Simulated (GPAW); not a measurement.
# Ag2O (Pn-3m) in GPAW: notebook

One crystal, Ag2O, is run at these levels: LDA, PBEsol; tasks: equation of state.

All numbers are computed with GPAW 26.7.0; they aren't measurements. Logs are shortened: lines on timing, memory, paths and dates and some standing lists are left out, and cuts for length are marked. The log counts tension as positive stress, the text compression.

**1. Starting point**

The structure is cubic, space group Pn-3m (No. 224). Conventional cell: a = 4.718 Å, b = 4.718 Å, c = 4.718 Å, α = 90.00°, β = 90.00°, γ = 90.00°. Ag (site symmetry -3m) has 2 O at 2.04 Å as nearest neighbours. O (site symmetry -43m) has 4 Ag at 2.04 Å as nearest neighbours.

**2. Equation of state, LDA**

File run.py:

```python
from ase import Atoms
from ase.eos import EquationOfState
from ase.io import Trajectory
from ase.units import GPa
from gpaw import GPAW, PW

atoms = Atoms(['Ag', 'Ag', 'Ag', 'Ag', 'O', 'O'],
              cell=[[4.718, 0.0, 0.0],
                    [0.0, 4.718, 0.0],
                    [0.0, 0.0, 4.718]],
              scaled_positions=[[0.75, 0.25, 0.75],
                                [0.75, 0.75, 0.25],
                                [0.25, 0.75, 0.75],
                                [0.25, 0.25, 0.25],
                                [0.5, 0.5, 0.5],
                                [0.0, 0.0, 0.0]],
              pbc=True)

traj = Trajectory('eos.traj', 'w')
volumes, energies = [], []
for x in [0.94, 0.96, 0.98, 1.0, 1.02, 1.04, 1.06]:
    a = atoms.copy()
    a.set_cell(atoms.cell * x**(1 / 3), scale_atoms=True)
    calc = GPAW(mode=PW(800),
                xc='LDA',
                kpts={'size': (5, 5, 5), 'gamma': True},
                occupations={'name': 'fermi-dirac', 'width': 0.05},
                nbands=66,
                convergence={'density': 1e-05, 'energy': 1e-05},
                maxiter=150,
                txt=f'eos-{x:.2f}.txt')
    a.calc = calc
    energies.append(a.get_potential_energy(force_consistent=True))
    volumes.append(a.get_volume())
    p = -a.get_stress()[:3].mean() / GPa
    calc.write(f'eos-{x:.2f}.gpw')
    traj.write(a)
    print(f'{x:.2f} {volumes[-1]:10.4f} A^3 {energies[-1]:14.6f} eV {p:9.3f} GPa', flush=True)

v0, e0, B = EquationOfState(volumes, energies, eos='birchmurnaghan').fit()
print(f'V0 = {v0:.4f} A^3, E0 = {e0:.6f} eV, B0 = {B / GPa:.2f} GPa')
```

Potentials or basis: the program's PAW data sets (release 1.2.1) made for this functional, pw.

The run is started by

```console
$ OMP_NUM_THREADS=1 python run.py
```

What it wrote:

```text
__  _  _
 | _ |_)|_||  |
 |__||  | ||/\| - 26.7.0

Input parameters:
  mode=PW(ecut=800.0),
  convergence={'density': 1e-05, 'energy': 1e-05},
  kpts=MonkhorstPack(size=(5, 5, 5), gamma=True),
  maxiter=150,
  nbands=66,
  occupations=Occupations(name='fermi-dirac', width=0.05),
  xc=XC(name='LDA')

Diagonalizing LCAO Hamiltonian
Converting LCAO to pw mode
    .----------.
   /|          |
  / | Ag       |
 *  |          |
 |  |     Ag   |
 |  |   O   Ag |
 |  .----------.
 | / Ag       /
 |/          /
 O----------*

Atoms  # Å, Bohr magnetons
|   | symbol |        x |        y |        z |    initial magnetic moments |
|---|--------|----------|----------|----------|-----------------------------|
| 0 |     Ag | 3.466265 | 1.155422 | 3.466265 | ( 0.0000,  0.0000,  0.0000) |
| 1 |     Ag | 3.466265 | 3.466265 | 1.155422 | ( 0.0000,  0.0000,  0.0000) |
| 2 |     Ag | 1.155422 | 3.466265 | 3.466265 | ( 0.0000,  0.0000,  0.0000) |
| 3 |     Ag | 1.155422 | 1.155422 | 1.155422 | ( 0.0000,  0.0000,  0.0000) |
| 4 |      O | 2.310844 | 2.310844 | 2.310844 | ( 0.0000,  0.0000,  0.0000) |
| 5 |      O | 0.000000 | 0.000000 | 0.000000 | ( 0.0000,  0.0000,  0.0000) |

Unit cell  # Å
| periodic |        x |        y |        z |  lengths |    angles |
|----------|----------|----------|----------|----------|-----------|
|      yes | 4.621687 | 0.000000 | 0.000000 | 4.621687 | 90.000000 |
|      yes | 0.000000 | 4.621687 | 0.000000 | 4.621687 | 90.000000 |
|      yes | 0.000000 | 0.000000 | 4.621687 | 4.621687 | 90.000000 |

Number of symmetries: 24
Symmetry operations  # r_c * U_cc + t_c -> r_c
|    | kind |            matrix            |
|----|------|------------------------------|
|  0 |  E   |  1, 0, 0,  0, 1, 0,  0, 0, 1 |
|  1 |  σ   |  1, 0, 0,  0, 0, 1,  0, 1, 0 |
|  2 |  σ   |  1, 0, 0,  0, 0,-1,  0,-1, 0 |
|  3 |  C2  |  1, 0, 0,  0,-1, 0,  0, 0,-1 |
|  4 |  σ   |  0, 1, 0,  1, 0, 0,  0, 0, 1 |
|  5 |  C3  |  0, 1, 0,  0, 0, 1,  1, 0, 0 |
|  6 |  C3  |  0, 1, 0,  0, 0,-1, -1, 0, 0 |
|  7 |  S4  |  0, 1, 0, -1, 0, 0,  0, 0,-1 |
|  8 |  C3  |  0, 0, 1,  1, 0, 0,  0, 1, 0 |
|  9 |  σ   |  0, 0, 1,  0, 1, 0,  1, 0, 0 |
| 10 |  S4  |  0, 0, 1,  0,-1, 0, -1, 0, 0 |
| 11 |  C3  |  0, 0, 1, -1, 0, 0,  0,-1, 0 |
| 12 |  C3  |  0, 0,-1,  1, 0, 0,  0,-1, 0 |
| 13 |  σ   |  0, 0,-1,  0, 1, 0, -1, 0, 0 |
| 14 |  S4  |  0, 0,-1,  0,-1, 0,  1, 0, 0 |
| 15 |  C3  |  0, 0,-1, -1, 0, 0,  0, 1, 0 |
| 16 |  S4  |  0,-1, 0,  1, 0, 0,  0, 0,-1 |
| 17 |  C3  |  0,-1, 0,  0, 0, 1, -1, 0, 0 |
| 18 |  C3  |  0,-1, 0,  0, 0,-1,  1, 0, 0 |
| 19 |  σ   |  0,-1, 0, -1, 0, 0,  0, 0, 1 |
| 20 |  C2  | -1, 0, 0,  0, 1, 0,  0, 0,-1 |
| 21 |  S4  | -1, 0, 0,  0, 0, 1,  0,-1, 0 |
| 22 |  S4  | -1, 0, 0,  0, 0,-1,  0, 1, 0 |
| 23 |  C2  | -1, 0, 0,  0,-1, 0,  0, 0, 1 |

BZ-sampling:
  Number of BZ points: 125
  Number of IBZ points: 10

  Monkhorst-Pack size: [5, 5, 5]
  Monkhorst-Pack shift: [0, 0, 0]

K-points  # in reciprocal-cell coordinates
|   |                                coordinates |     weight |
|---|--------------------------------------------|------------|
| 0 | (  0.00000000,   0.00000000,   0.00000000) | 0.00800000 |
| 1 | (  0.20000000,   0.00000000,   0.00000000) | 0.04800000 |
| 2 | (  0.20000000,   0.20000000,   0.00000000) | 0.09600000 |
| 3 | (  0.20000000,   0.20000000,   0.20000000) | 0.06400000 |
| 4 | (  0.40000000,   0.00000000,   0.00000000) | 0.04800000 |
| 5 | (  0.40000000,   0.20000000,   0.00000000) | 0.19200000 |
| 6 | (  0.40000000,   0.20000000,   0.20000000) | 0.19200000 |
| 7 | (  0.40000000,   0.40000000,   0.00000000) | 0.09600000 |
| 8 | (  0.40000000,   0.40000000,   0.20000000) | 0.19200000 |
| 9 | (  0.40000000,   0.40000000,   0.40000000) | 0.06400000 |

Plane wave coefficients: 5089
Cutoff: 800.0 eV

Spin-components: 1 (collinear spins)
Bands:           66
Projectors:      34
Spin-degeneracy: 2
Datatype:        complex128

Parallelization:
  kpt:    1
  domain: 1
  band:   1

Density:
  Valence electrons: 80.0
  Components: 1
  Grid points: [32 32 32]
  Charge: 0.0  # |e|

Potential:
  Grid points: [32 32 32]

species:
  Ag:
    name:    Silver
    Z:       47.0
    valence: 17
    core:    30
    charge:  0.0  # [|e|]
    compensation charges:
      type: gauss
      rc: 0.40  # [Å]
      lmax: 2
    cutoffs:
      filter: 2.35  # [Å]
      core: 2.19  # [Å]
    projectors
    | kind |    occ | energy [eV] | rcut [Å] |
    |------|--------|-------------|----------|
    |   5s |  1.000 |      -4.708 |    1.286 |
    |   4p |  6.000 |     -58.678 |    1.328 |
    |   5p |  0.000 |      -0.844 |    1.328 |
    |   4d | 10.000 |      -7.664 |    1.180 |
    |    s |        |      22.503 |    1.286 |
    |    d |        |      19.547 |    1.180 |

    Using partial waves for Ag as LCAO basis

  O:
    name:    Oxygen
    Z:       8.0
    valence: 6
    core:    2
    charge:  0.0  # [|e|]
    compensation charges:
      type: gauss
      rc: 0.21  # [Å]
      lmax: 2
    cutoffs:
      filter: 1.17  # [Å]
      core: 0.83  # [Å]
    projectors
    | kind |    occ | energy [eV] | rcut [Å] |
    |------|--------|-------------|----------|
    |   2s |  2.000 |     -23.752 |    0.688 |
    |   2p |  4.000 |      -9.195 |    0.598 |
    |    s |        |       3.459 |    0.688 |
    |    p |        |      18.016 |    0.598 |
    |    d |        |       0.000 |    0.619 |

    Using partial waves for O as LCAO basis

Reference energy: -581913.945151  # eV

eigensolver:
  PPCG
  Converge bands: occupied
  niter=2

density mixing:
  MSR1-Mixer
  Pratt-step length: 0.05
  Maximum mixing coefficient: 0.75
  Old densities: 10
  SVD Regularization: 0.005
  Good broyden scale: 1.0
  Trust region scale: 1.0
  Backstep threshold: 4.0
  History deletion threshold: 6.0
  Fourier metric: weight=20.0, sigma=0.015

occupation numbers:
  Fermi-Dirac:
    width: 0.0500  # eV

poisson solver:
  ecut: 6400.0  # eV

xc functional:
  name: None

convergence criteria:
[... 6 lines left out ...]
|iter     | |      energy | eigst |  dens |
|---------|-|-------------|-------|-------|
|iter:   1| |  -31.541325 | +0.13 |       |
|iter:   2| |  -30.378520 | -1.97 | -1.26 |
|iter:   3| |  -27.872050 | -1.48 | -1.32 |
|iter:   4| |  -27.773383 | -3.02 | -1.88 |
|iter:   5| |  -27.750643 | -3.71 | -2.16 |
|iter:   6| |  -27.749775 | -4.53 | -2.96 |
|iter:   7| |  -27.749405 | -5.19 | -3.33 |
|iter:   8| |  -27.749369c| -6.29 | -3.77 |
|iter:   9| |  -27.749366c| -7.02 | -3.95 |
|iter:  10| |  -27.749366c| -7.68c| -4.85 |
|iter:  11| |  -27.749366c| -8.27c| -5.30c|

Converged in 11 steps
Energy contributions relative to reference atoms: (reference = -581913.945151)

Energy contributions:
  Kinetic:          27.705954
  Coulomb:         -30.210984
  Zero:              0.444405
  External:          0.000000
  Xc:              -25.687865
  Entropy:          -0.001753
  Spinorbit:         0.000000
  ----------------------------
  Free energy:     -27.750243
  Extrapolated:    -27.749366

dipole moment: (-12.934154, -12.934154, -12.934154)  # |e|*Ang

Fermi level: 5.375
Eigenvalues  # (at kpt = [0.000, 0.000, 0.000])
| band index |      eig [eV] | occ [0-2] |
|------------|---------------|-----------|
|          0 |       -49.569 |     2.000 |
|        ... |               |           |
|         32 |         2.268 |     2.000 |
|         33 |         2.268 |     2.000 |
|         34 |         2.494 |     2.000 |
|         35 |         2.494 |     2.000 |
|         36 |         2.494 |     2.000 |
|         37 |         5.266 |     1.796 |
[... 8 lines left out ...]
|         46 |        13.859 |     0.000 |
|         47 |        13.903 |     0.000 |
|        ... |               |           |
|         65 |        27.041 |     0.000 |

Gap: 0.131 eV
Transition (v -> c):
  (s=0, k=0, n=39, [0.00, 0.00, 0.00]) -> (s=0, k=0, n=40, [0.00, 0.00, 0.00])
No difference between direct/indirect transitions

Stress tensor  # eV/Ang^3
|         x |         y |         z |
|-----------|-----------|-----------|
| -0.004038 | -0.000000 | -0.000000 |
| -0.000000 | -0.004038 |  0.000000 |
| -0.000000 |  0.000000 | -0.004038 |

# Writing to eos-0.94.gpw (mode='')
```

Wall time 6.7 min (1 thread of Arm Neoverse V2, shared host); peak memory 0.67 GiB.

Results:

| Property | Result |
| --- | --- |
| Equilibrium volume | 16.57 Å³/atom |
| Bulk modulus | 102 GPa |
| Pressure derivative of the bulk modulus | 5.0 |

Energy against volume, from the lowest point:
```csv
volume (Å³/atom),energy (meV/atom)
16.453,0.00
16.803,0.81
17.153,5.90
17.503,14.80
17.853,27.02
18.204,42.18
18.554,59.91
```

LDA usually gives volumes a few per cent too small. Zero-point motion and thermal expansion aren't in these numbers.

**3. Equation of state, PBEsol**

run.py: that of step 2 with these lines changed.

```diff
@@ -4,3 +4,5 @@
 from ase.units import GPa
-from gpaw import GPAW, PW
+from gpaw import GPAW, PW, setup_paths
+
+setup_paths.insert(0, '.')
 
@@ -24,3 +26,3 @@
     calc = GPAW(mode=PW(800),
-                xc='LDA',
+                xc='PBEsol',
                 kpts={'size': (5, 5, 5), 'gamma': True},
```

Potentials or basis: PAW data sets generated in the run's folder for this functional, pw.

The run is started by

```console
$ gpaw-setup -f PBEsol Ag O
$ OMP_NUM_THREADS=1 python run.py
```

Wall time 7 min (1 thread of Arm Neoverse V2, shared host); peak memory 0.44 GiB.

It converged, with:

| Quantity | Value |
| --- | --- |
| Equilibrium volume | 17.42 Å³/atom |
| Bulk modulus | 87 GPa |
| Pressure derivative of the bulk modulus | 5.1 |

Energy against volume, from the lowest point:
| volume (Å³/atom) | energy (meV/atom) |
| --- | --- |
| 16.453 | 16.05 |
| 16.803 | 6.16 |
| 17.153 | 0.97 |
| 17.503 | 0.00 |
| 17.853 | 2.72 |
| 18.204 | 8.73 |
| 18.554 | 17.64 |
